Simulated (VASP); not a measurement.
**BN in VASP 6.6.1, single-point calculation**

INCAR

```
LASPH = .TRUE.
LWAVE = .FALSE.
ISIF = 2
NELM = 66
EDIFF = 1E-7
PREC = Accurate
ENCUT = 520
LREAL = .FALSE.
NBANDS = 16
SIGMA = 0.02
ISMEAR = -1
IBRION = -1
GGA = PE
ISYM = 1
LCHARG = .FALSE.
NSW = 0
```

KPOINTS

```
KPOINTS created by Atomic Simulation Environment
0
Gamma
12 12 4
0 0 0
```

POSCAR

```
B  N
 1.0000000000000000
     2.3865560374826060   -0.0000000000288675    0.0000000000000000
    -1.1932780187163030    2.0668181560294974    0.0000000000000000
     0.0000000000000000    0.0000000000000000    6.5242672896000000
 B   N
   2   2
Cartesian
  0.0000000000166666  1.3778787706767093  1.6310668224000000
  1.1932780187496361  0.6889393853239210  4.8932004671999998
  0.0000000000166666  1.3778787706767093  4.8932004671999998
  1.1932780187496361  0.6889393853239210  1.6310668224000000
```

The recommended PBE PAW datasets give the neutral cell 16 valence electrons.

Command

```
mpirun -np 1 vasp_std
```

OSZICAR

```
N       E                     dE             d eps       ncg     rms          rms(c)
DAV:   1     0.504589760575E+02    0.50459E+02   -0.81418E+03  1824   0.936E+02
DAV:   2    -0.362071672534E+02   -0.86666E+02   -0.79138E+02  2504   0.232E+02
DAV:   3    -0.391266332574E+02   -0.29195E+01   -0.29100E+01  2360   0.424E+01
DAV:   4    -0.391427489853E+02   -0.16116E-01   -0.16114E-01  2360   0.346E+00
DAV:   5    -0.391428850614E+02   -0.13608E-03   -0.13608E-03  2304   0.304E-01    0.127E+01
DAV:   6    -0.350302271527E+02    0.41127E+01   -0.56861E+00  2352   0.187E+01    0.589E+00
DAV:   7    -0.345405075463E+02    0.48972E+00   -0.89534E-01  2392   0.690E+00    0.348E+00
DAV:   8    -0.344505049473E+02    0.90003E-01   -0.25599E-01  2312   0.360E+00    0.492E-01
DAV:   9    -0.344466119977E+02    0.38929E-02   -0.16420E-02  2032   0.107E+00    0.232E-01
DAV:  10    -0.344475525889E+02   -0.94059E-03   -0.12601E-03  2056   0.278E-01    0.348E-02
DAV:  11    -0.344476469557E+02   -0.94367E-04   -0.10433E-04  2144   0.809E-02    0.281E-02
DAV:  12    -0.344476634529E+02   -0.16497E-04   -0.32035E-05  1944   0.398E-02    0.241E-03
DAV:  13    -0.344476635609E+02   -0.10803E-06   -0.61491E-07  2512   0.647E-03    0.859E-04
DAV:  14    -0.344476636403E+02   -0.79413E-07   -0.12649E-07  1832   0.249E-03
   1 F= -.34447664E+02 E0= -.34447664E+02  d E =-.163135E-12
```

From OUTCAR

```
k-points           NKPTS =     57   k-points in BZ     NKDIM =     57   number of bands    NBANDS=     16

   NELECT =      16.0000    total number of electrons

   dimension x,y,z NGX =    18 NGY =   18 NGZ =   50
   dimension x,y,z NGXF=    36 NGYF=   36 NGZF=  100

  energy-cutoff  :      520.00
  volume of cell :       32.18
      direct lattice vectors                 reciprocal lattice vectors
     2.386556037 -0.000000000  0.000000000     0.419013836  0.241917751  0.000000000
    -1.193278019  2.066818156  0.000000000     0.000000000  0.483835502  0.000000000
     0.000000000  0.000000000  6.524267290     0.000000000  0.000000000  0.153273917

 k-points in reciprocal lattice and weights: KPOINTS created by Atomic Simulation Env
   0.00000000  0.00000000  0.00000000       0.002
   0.08333333 -0.00000000  0.00000000       0.010
   0.16666667 -0.00000000  0.00000000       0.010
   0.25000000 -0.00000000  0.00000000       0.010
   0.33333333 -0.00000000  0.00000000       0.010
   0.41666667  0.00000000  0.00000000       0.010
   0.50000000 -0.00000000  0.00000000       0.005
   0.08333333  0.08333333  0.00000000       0.010
   ...

 E-fermi :   3.5722

 k-point     1 :       0.0000    0.0000    0.0000
  band No.  band energies     occupation
      1     -15.6286      2.00000
      2     -15.3080      2.00000
      3      -3.9765      2.00000
      4      -1.7709      2.00000
      5       1.9359      2.00000
      6       1.9359      2.00000
      7       1.9698      2.00000
      8       1.9698      2.00000
      9       8.3607      0.00000
     10      14.0297      0.00000
     11      15.8659      0.00000
     12      15.8659      0.00000
     13      15.9870      0.00000
     14      15.9870      0.00000
     15      17.8117      0.00000
     16      17.9034      0.00000

 k-point     2 :       0.0833   -0.0000    0.0000
  band No.  band energies     occupation
      1     -15.4779      2.00000
      2     -15.1623      2.00000
      3      -3.7671      2.00000
      4      -1.5801      2.00000
      5       1.3400      2.00000
      6       1.3704      2.00000
      7       1.6325      2.00000
      8       1.6707      2.00000
      9       8.6119      0.00000
     10      13.9918      0.00000
     11      15.7647      0.00000
     12      15.9489      0.00000
     13      16.5506      0.00000
     14      16.6700      0.00000
     15      17.2956      0.00000
     16      18.1835      0.00000

 k-point     3 :       0.1667   -0.0000    0.0000
  band No.  band energies     occupation
      1     -15.0332      2.00000
      2     -14.7328      2.00000
      3      -3.1459      2.00000
      4      -1.0180      2.00000
      5      -0.1866      2.00000
      6      -0.1484      2.00000
      7       0.8999      2.00000
      8       0.9462      2.00000
      9       9.2990      0.00000
     10      13.7180      0.00000
     11      15.4756      0.00000
     12      15.6553      0.00000
     13      15.8906      0.00000
     14      18.4041      0.00000
     15      18.5204      0.00000
     16      19.1572      0.00000

 ...

  Total       13.9583554     13.9583554      0.7626045     -0.0000000     -0.0000000     -0.0000000
  in kB      694.9270009    694.9270009     37.9668259     -0.0000000     -0.0000000     -0.0000000
  external PRESSURE =     475.9402759 kB  Pullay stress =       0.0000000 kB

 POSITION                                       TOTAL-FORCE (eV/Angst)
 -----------------------------------------------------------------------------------
      0.00000      1.37788      1.63107        -0.000000     -0.000000     -0.000000
      1.19328      0.68894      4.89320         0.000000      0.000000     -0.000000
      0.00000      1.37788      4.89320         0.000000     -0.000000     -0.000000
      1.19328      0.68894      1.63107         0.000000     -0.000000      0.000000
 -----------------------------------------------------------------------------------
    total drift:                               -0.000000      0.000000     -0.000000

  FREE ENERGIE OF THE ION-ELECTRON SYSTEM (eV)
  ---------------------------------------------------
  free  energy   TOTEN  =       -34.4476636403 eV

  energy  without entropy=      -34.4476636403  energy(sigma->0) =      -34.44766364
```

It converged. Results: gap between bands v and c on the k mesh 4.47 eV; least direct gap on the k mesh 5.00 eV; pressure 47.6 GPa. Band v is the last that the valence electrons fill when counted band by band, and c is the next.

For comparison, a separate PBE run of the intended cell, on usual settings and not on those above, gives a gap of 4.47 eV on its mesh and a pressure of 47.6 GPa.

The run above took about 24 s on one core of a shared host (Intel Xeon Platinum 8488C) and held 0.15 GiB at most.
